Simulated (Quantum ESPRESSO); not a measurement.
# MnS (P6_3mc) in Quantum ESPRESSO: notebook, part 2 of 2

Quantum ESPRESSO 7.5. The steps go on from the part before.

## 10. Band structure, r2SCAN, collinear spin, ferromagnetic start

pw.in reads:

```
&CONTROL
  calculation = 'scf'
  prefix = 'pwscf'
  outdir = './tmp'
  pseudo_dir = './pseudo'
  tprnfor = .true.
  disk_io = 'low'
/
&SYSTEM
  ibrav = 0
  celldm(1) = 8
  nat = 4
  ntyp = 2
  ecutwfc = 70
  nbnd = 33
  input_dft = 'r2scan'
  occupations = 'smearing'
  smearing = 'fd'
  degauss = 0.00367493
  nspin = 2
  starting_magnetization(1) = 0.2667
  starting_magnetization(2) = 0
  nosym = .true.
/
&ELECTRONS
  conv_thr = 1d-08
  electron_maxstep = 120
  mixing_beta = 0.3
/
ATOMIC_SPECIES
Mn    54.9380 Mn_ONCV_PBE-1.2.upf
S     32.0600 S_ONCV_PBE-1.2.upf
CELL_PARAMETERS alat
  0.9338971997097   0.0000000000000   0.0000000000000
 -0.4669485998667   0.8087786994732   0.0000000000000
  0.0000000000000   0.0000000000000   1.4982053103669
ATOMIC_POSITIONS crystal
Mn     0.6666666667    0.3333333333    0.4988446700
Mn     0.3333333333    0.6666666667    0.9988446700
S      0.3333333333    0.6666666667    0.6261543000
S      0.6666666667    0.3333333333    0.1261543000
K_POINTS automatic
7 7 3 0 0 0
```

bands.in reads:

```
&CONTROL
  calculation = 'bands'
  prefix = 'pwscf'
  outdir = './tmp'
  pseudo_dir = './pseudo'
  disk_io = 'low'
  verbosity = 'high'
/
&SYSTEM
  ibrav = 0
  celldm(1) = 8
  nat = 4
  ntyp = 2
  ecutwfc = 70
  nbnd = 33
  input_dft = 'r2scan'
  occupations = 'smearing'
  smearing = 'fd'
  degauss = 0.00367493
  nspin = 2
  starting_magnetization(1) = 0.2667
  starting_magnetization(2) = 0
  nosym = .true.
/
&ELECTRONS
  conv_thr = 1d-08
  electron_maxstep = 120
  mixing_beta = 0.3
  diago_full_acc = .true.
  startingwfc = 'random'
/
ATOMIC_SPECIES
Mn    54.9380 Mn_ONCV_PBE-1.2.upf
S     32.0600 S_ONCV_PBE-1.2.upf
CELL_PARAMETERS alat
  0.9338971997097   0.0000000000000   0.0000000000000
 -0.4669485998667   0.8087786994732   0.0000000000000
  0.0000000000000   0.0000000000000   1.4982053103669
ATOMIC_POSITIONS crystal
Mn     0.6666666667    0.3333333333    0.4988446700
Mn     0.3333333333    0.6666666667    0.9988446700
S      0.3333333333    0.6666666667    0.6261543000
S      0.6666666667    0.3333333333    0.1261543000
K_POINTS crystal
60
 0.0000000000  0.0000000000  0.0000000000 1
 0.0714285714  0.0000000000  0.0000000000 1
 0.1428571429  0.0000000000  0.0000000000 1
 0.2142857143  0.0000000000  0.0000000000 1
 0.2857142857  0.0000000000  0.0000000000 1
 0.3571428571  0.0000000000  0.0000000000 1
 0.4285714286  0.0000000000  0.0000000000 1
 0.5000000000  0.0000000000  0.0000000000 1
 0.4583333333  0.0833333333  0.0000000000 1
 0.4166666667  0.1666666667  0.0000000000 1
 0.3750000000  0.2500000000  0.0000000000 1
 0.3333333333  0.3333333333  0.0000000000 1
 0.2962962963  0.2962962963  0.0000000000 1
 0.2592592593  0.2592592593  0.0000000000 1
 0.2222222222  0.2222222222  0.0000000000 1
 0.1851851852  0.1851851852  0.0000000000 1
 0.1481481481  0.1481481481  0.0000000000 1
 0.1111111111  0.1111111111  0.0000000000 1
 0.0740740741  0.0740740741  0.0000000000 1
 0.0370370370  0.0370370370  0.0000000000 1
 0.0000000000  0.0000000000  0.0000000000 1
 0.0000000000  0.0000000000  0.1250000000 1
 0.0000000000  0.0000000000  0.2500000000 1
 0.0000000000  0.0000000000  0.3750000000 1
 0.0000000000  0.0000000000  0.5000000000 1
 0.0625000000  0.0000000000  0.5000000000 1
 0.1250000000  0.0000000000  0.5000000000 1
 0.1875000000  0.0000000000  0.5000000000 1
 0.2500000000  0.0000000000  0.5000000000 1
 0.3125000000  0.0000000000  0.5000000000 1
 0.3750000000  0.0000000000  0.5000000000 1
 0.4375000000  0.0000000000  0.5000000000 1
 0.5000000000  0.0000000000  0.5000000000 1
 0.4666666667  0.0666666667  0.5000000000 1
 0.4333333333  0.1333333333  0.5000000000 1
 0.4000000000  0.2000000000  0.5000000000 1
 0.3666666667  0.2666666667  0.5000000000 1
 0.3333333333  0.3333333333  0.5000000000 1
 0.3030303030  0.3030303030  0.5000000000 1
 0.2727272727  0.2727272727  0.5000000000 1
 0.2424242424  0.2424242424  0.5000000000 1
 0.2121212121  0.2121212121  0.5000000000 1
 0.1818181818  0.1818181818  0.5000000000 1
 0.1515151515  0.1515151515  0.5000000000 1
 0.1212121212  0.1212121212  0.5000000000 1
 0.0909090909  0.0909090909  0.5000000000 1
 0.0606060606  0.0606060606  0.5000000000 1
 0.0303030303  0.0303030303  0.5000000000 1
 0.0000000000  0.0000000000  0.5000000000 1
 0.5000000000  0.0000000000  0.5000000000 1
 0.5000000000  0.0000000000  0.4000000000 1
 0.5000000000  0.0000000000  0.3000000000 1
 0.5000000000  0.0000000000  0.2000000000 1
 0.5000000000  0.0000000000  0.1000000000 1
 0.5000000000  0.0000000000  0.0000000000 1
 0.3333333333  0.3333333333  0.0000000000 1
 0.3333333333  0.3333333333  0.1250000000 1
 0.3333333333  0.3333333333  0.2500000000 1
 0.3333333333  0.3333333333  0.3750000000 1
 0.3333333333  0.3333333333  0.5000000000 1
```

Potentials or basis: SG15 PBE 1.2.

The run is started by

```sh
OMP_NUM_THREADS=1 mpirun -n 4 pw.x -nk 2 -in pw.in > pw.out
OMP_NUM_THREADS=1 mpirun -n 4 pw.x -nk 4 -in bands.in > bands.out
```

pw.out:

```text
This program is part of the open-source Quantum ESPRESSO suite
     for quantum simulation of materials; please cite
         "P. Giannozzi et al., J. Phys.:Condens. Matter 21 395502 (2009);
         "P. Giannozzi et al., J. Phys.:Condens. Matter 29 465901 (2017);
         "P. Giannozzi et al., J. Chem. Phys. 152 154105 (2020);
     in publications or presentations arising from this work. More details at

     IMPORTANT: XC functional enforced from input :
     Exchange-correlation= R2SCAN
                           (   0   0   0   0   0 497 498)
     Any further DFT definition will be discarded
     Please, verify this is what you really want

     K-points division:     npool     =       2
     Subspace diagonalization in iterative solution of the eigenvalue problem:
     a serial algorithm will be used

     --------------------
     sticks:   dense  smooth     PW     G-vecs:    dense   smooth      PW
     Min         534     534    156                22900    22900    3704
     Max         535     535    157                22907    22907    3711
     Sum        1069    1069    313                45807    45807    7415

     Using Slab Decomposition

     bravais-lattice index     =            0
     lattice parameter (alat)  =       8.0000  a.u.
     unit-cell volume          =     579.3888 (a.u.)^3
     number of atoms/cell      =            4
     number of atomic types    =            2
     number of electrons       =        42.00
     number of Kohn-Sham states=           33
     kinetic-energy cutoff     =      70.0000  Ry
     charge density cutoff     =     280.0000  Ry
     scf convergence threshold =      1.0E-08
     mixing beta               =       0.3000
     number of iterations used =            8  plain     mixing
     Exchange-correlation= R2SCAN
                           (   0   0   0   0   0 497 498)

     celldm(1)=   8.000000  celldm(2)=   0.000000  celldm(3)=   0.000000
     celldm(4)=   0.000000  celldm(5)=   0.000000  celldm(6)=   0.000000

     crystal axes: (cart. coord. in units of alat)
               a(1) = (   0.933897   0.000000   0.000000 )
               a(2) = (  -0.466949   0.808779   0.000000 )
               a(3) = (   0.000000   0.000000   1.498205 )

     reciprocal axes: (cart. coord. in units 2 pi/alat)
               b(1) = (  1.070782  0.618216 -0.000000 )
               b(2) = (  0.000000  1.236432  0.000000 )
               b(3) = (  0.000000 -0.000000  0.667465 )

     PseudoPot. # 1 for Mn read from file:
     Mn_ONCV_PBE-1.2.upf
     Pseudo is Norm-conserving, Zval = 15.0
     Generated using ONCVPSP code by D. R. Hamann
     Using radial grid of  602 points,  6 beta functions with:
                l(1) =   0
                l(2) =   0
                l(3) =   1
                l(4) =   1
                l(5) =   2
                l(6) =   2

     PseudoPot. # 2 for S  read from file:
     S_ONCV_PBE-1.2.upf
     Pseudo is Norm-conserving, Zval =  6.0
     Generated using ONCVPSP code by D. R. Hamann
     Using radial grid of  602 points,  4 beta functions with:
                l(1) =   0
                l(2) =   0
                l(3) =   1
                l(4) =   1

     atomic species   valence    mass     pseudopotential
     Mn               15.00    54.93800     Mn( 1.00)
     S                 6.00    32.06000     S ( 1.00)

     Starting magnetic structure
     atomic species   magnetization
     Mn              0.267
     S               0.000

     No symmetry found

   Cartesian axes

     site n.     atom                  positions (alat units)
         1        Mn     tau(   1) = (   0.4669486   0.2695929   0.7473717  )
         2        Mn     tau(   2) = (  -0.0000000   0.5391858   1.4964744  )
         3        S      tau(   3) = (  -0.0000000   0.5391858   0.9381077  )
         4        S      tau(   4) = (   0.4669486   0.2695929   0.1890050  )

     number of k points=    74  Fermi-Dirac smearing, width (Ry)=  0.0037
                       cart. coord. in units 2pi/alat
        k(    1) = (   0.0000000   0.0000000   0.0000000), wk =   0.0068027
        k(    2) = (   0.0000000   0.0000000   0.2224884), wk =   0.0136054
        k(    3) = (   0.0000000   0.1766332   0.0000000), wk =   0.0136054
        k(    4) = (   0.0000000   0.1766332   0.2224884), wk =   0.0136054
        k(    5) = (   0.0000000   0.1766332  -0.2224884), wk =   0.0136054
        k(    6) = (   0.0000000   0.3532663   0.0000000), wk =   0.0136054
[... 66 lines left out ...]
        k(   73) = (   0.4589064   0.0883166   0.2224884), wk =   0.0136054
        k(   74) = (   0.4589064   0.0883166  -0.2224884), wk =   0.0136054

     Dense  grid:    45807 G-vectors     FFT dimensions: (  40,  40,  64)

     WARNING: libxc functional with ID  497 depends
      on external parameters: check the user_guide of
      QE if you need to modify them or to check their
      default values.

     WARNING: libxc functional with ID  498 depends
      on external parameters: check the user_guide of
      QE if you need to modify them or to check their
      default values.
     Generating pointlists ...
     new r_m :   0.2303 (alat units)  1.8426 (a.u.) for type    1
     new r_m :   0.2303 (alat units)  1.8426 (a.u.) for type    2

     Initial potential from superposition of free atoms

     starting charge      41.8699, renormalised to      42.0000
     Starting wfcs are random

     Self-consistent Calculation

     iteration #  1     ecut=    70.00 Ry     beta= 0.30
     Davidson diagonalization with overlap
     ethr =  1.00E-02,  avg # of iterations = 11.9

     total energy              =    -439.23165985 Ry
     estimated scf accuracy    <      17.71594206 Ry

     total magnetization       =     9.96 Bohr mag/cell
     absolute magnetization    =     9.96 Bohr mag/cell

     iteration #  2     ecut=    70.00 Ry     beta= 0.30
     Davidson diagonalization with overlap
     ethr =  1.00E-02,  avg # of iterations =  1.0

     total energy              =    -439.43825982 Ry
     estimated scf accuracy    <       8.59857080 Ry

     total magnetization       =     9.99 Bohr mag/cell
     absolute magnetization    =     9.99 Bohr mag/cell

     iteration #  3     ecut=    70.00 Ry     beta= 0.30
     Davidson diagonalization with overlap
     ethr =  1.00E-02,  avg # of iterations =  1.0

     total energy              =    -439.46961766 Ry
     estimated scf accuracy    <       0.02204531 Ry

     total magnetization       =    10.00 Bohr mag/cell
     absolute magnetization    =    10.00 Bohr mag/cell

     iteration #  4     ecut=    70.00 Ry     beta= 0.30
     Davidson diagonalization with overlap
     ethr =  5.25E-05,  avg # of iterations =  5.0

     total energy              =    -439.47173862 Ry
     estimated scf accuracy    <       0.00587713 Ry

     total magnetization       =    10.00 Bohr mag/cell
     absolute magnetization    =    10.00 Bohr mag/cell

     iteration #  5     ecut=    70.00 Ry     beta= 0.30
     Davidson diagonalization with overlap
     ethr =  1.40E-05,  avg # of iterations =  3.0

     total energy              =    -439.47249807 Ry
     estimated scf accuracy    <       0.00097721 Ry
[... 48 lines left out ...]
     total energy              =    -439.47268334 Ry
     estimated scf accuracy    <       0.00000100 Ry

     total magnetization       =    10.00 Bohr mag/cell
     absolute magnetization    =    10.00 Bohr mag/cell

     iteration # 11     ecut=    70.00 Ry     beta= 0.30
     Davidson diagonalization with overlap
     ethr =  2.39E-09,  avg # of iterations =  1.8

     total energy              =    -439.47268342 Ry
     estimated scf accuracy    <       0.00000004 Ry

     total magnetization       =    10.00 Bohr mag/cell
     absolute magnetization    =    10.00 Bohr mag/cell

     iteration # 12     ecut=    70.00 Ry     beta= 0.30
     Davidson diagonalization with overlap
     ethr =  8.97E-11,  avg # of iterations =  3.6

     total energy              =    -439.47268343 Ry
     estimated scf accuracy    <       0.00000001 Ry

     total magnetization       =    10.00 Bohr mag/cell
     absolute magnetization    =    10.00 Bohr mag/cell

     iteration # 13     ecut=    70.00 Ry     beta= 0.30
     Davidson diagonalization with overlap
     ethr =  3.11E-11,  avg # of iterations =  2.0

     Magnetic moment per site  (integrated on atomic sphere of radius R)
     atom   1 (R=0.230)  charge= 12.8388  magn=  4.2894
     atom   2 (R=0.230)  charge= 12.8388  magn=  4.2894
     atom   3 (R=0.230)  charge=  4.0958  magn=  0.1066
     atom   4 (R=0.230)  charge=  4.0958  magn=  0.1066

     End of self-consistent calculation

     Number of k-points >= 100: set verbosity='high' to print the bands.

     the Fermi energy is     8.3015 ev

!    total energy              =    -439.47268343 Ry
     estimated scf accuracy    <          1.8E-09 Ry
     smearing contrib. (-TS)   =      -0.00000006 Ry
     internal energy E=F+TS    =    -439.47268338 Ry

     The total energy is F=E-TS. E is the sum of the following terms:
     one-electron contribution =    -280.28237389 Ry
     hartree contribution      =     149.44189167 Ry
     xc contribution           =     -53.63006152 Ry
     ewald contribution        =    -255.00213964 Ry

     total magnetization       =    10.00 Bohr mag/cell
     absolute magnetization    =    10.00 Bohr mag/cell

     convergence has been achieved in  13 iterations

     Forces acting on atoms (cartesian axes, Ry/au):

     atom    1 type  1   force =    -0.00000012    0.00000005    0.01334958
     atom    2 type  1   force =     0.00000007   -0.00000016    0.01334973
     atom    3 type  2   force =     0.00000002   -0.00000004   -0.01334967
     atom    4 type  2   force =     0.00000003    0.00000015   -0.01334964

     Total force =     0.026699     Total SCF correction =     0.000004

=------------------------------------------------------------------------------=
   JOB DONE.
=------------------------------------------------------------------------------=
```

Run time: 13 min. Hardware: 4 MPI ranks of Intel Xeon Platinum 8375C at 2.90GHz (Ice Lake), shared host; peak memory 0.84 GiB.

Results:

```
Free energy                                           : -5979.3305 eV
Largest force                                         : 0.343 eV/Å
Band gap on the k mesh                                : 1.08 eV, indirect (least direct gap 1.51 eV)
Band gap along the path                               : 1.08 eV, indirect (least direct gap 1.51 eV)
Net moment                                            : 10.00 μB per cell
Absolute moment                                       : 10.00 μB per cell
Site moments                                          : Mn +4.29; S +0.11 μB
Valence electrons inside the program's atomic spheres : Mn 12.84; S 4.10
```

Forces in eV/Å, atoms in the order of the input:
```
Mn   0.000  0.000  0.343
Mn   0.000  0.000  0.343
S    0.000  0.000 -0.343
S    0.000  0.000 -0.343
```

Levels at the corners of the path, in eV from the valence-band top:
Spin up:
| point | band 23 | band 24 | band 25 | band 26 | band 27 | band 28 | band 29 | band 30 |
| --- | --- | --- | --- | --- | --- | --- | --- | --- |
| Γ | -1.11 | -0.04 | 0.00 | 0.00 | 1.51 | 3.17 | 6.27 | 6.27 |
| M | -2.99 | -2.67 | -1.54 | -0.99 | 3.80 | 4.13 | 4.65 | 6.67 |
| K | -3.11 | -2.17 | -2.17 | -1.96 | 3.82 | 6.00 | 6.00 | 6.78 |
| Γ | -1.11 | -0.04 | 0.00 | 0.00 | 1.51 | 3.17 | 6.27 | 6.27 |
| A | -0.58 | -0.58 | -0.58 | -0.58 | 3.13 | 3.13 | 6.29 | 6.29 |
| L | -1.81 | -1.81 | -1.65 | -1.65 | 3.41 | 3.41 | 5.54 | 5.54 |
| H | -2.82 | -2.82 | -1.54 | -1.54 | 4.82 | 4.82 | 5.58 | 5.58 |
| A | -0.58 | -0.58 | -0.58 | -0.58 | 3.13 | 3.13 | 6.29 | 6.29 |
| L | -1.81 | -1.81 | -1.65 | -1.65 | 3.41 | 3.41 | 5.54 | 5.54 |
| M | -2.99 | -2.67 | -1.54 | -0.99 | 3.80 | 4.13 | 4.65 | 6.67 |
| K | -3.11 | -2.17 | -2.17 | -1.96 | 3.82 | 6.00 | 6.00 | 6.78 |
| H | -2.82 | -2.82 | -1.54 | -1.54 | 4.82 | 4.82 | 5.58 | 5.58 |
Spin down:
```
point  band 12  band 13  band 14  band 15  band 16  band 17  band 18  band 19  band 20  band 21
    Γ    -3.22    -3.22    -3.20    -3.18    -3.18     1.86     1.86     2.11     2.52     2.52
    M    -4.71    -4.17    -3.48    -3.45    -3.17     1.12     1.42     2.00     2.38     2.39
    K    -4.35    -4.35    -3.95    -3.77    -3.77     1.40     1.60     1.60     1.68     2.36
    Γ    -3.22    -3.22    -3.20    -3.18    -3.18     1.86     1.86     2.11     2.52     2.52
    A    -4.45    -3.21    -3.21    -3.21    -3.21     2.29     2.29     2.29     2.29     3.18
    L    -5.31    -3.40    -3.40    -3.32    -3.32     1.67     1.67     2.25     2.25     2.53
    H    -4.95    -4.31    -4.31    -3.08    -3.08     1.54     1.54     2.17     2.17     2.68
    A    -4.45    -3.21    -3.21    -3.21    -3.21     2.29     2.29     2.29     2.29     3.18
    L    -5.31    -3.40    -3.40    -3.32    -3.32     1.67     1.67     2.25     2.25     2.53
    M    -4.71    -4.17    -3.48    -3.45    -3.17     1.12     1.42     2.00     2.38     2.39
    K    -4.35    -4.35    -3.95    -3.77    -3.77     1.40     1.60     1.60     1.68     2.36
    H    -4.95    -4.31    -4.31    -3.08    -3.08     1.54     1.54     2.17     2.17     2.68
```

Caveat: the potentials were made for another functional, which shifts forces and pressure; only a ferromagnetic start was run, and an antiferromagnetic order may lie lower in energy. r2SCAN opens gaps a little over a GGA but as a rule still falls short of measured ones.
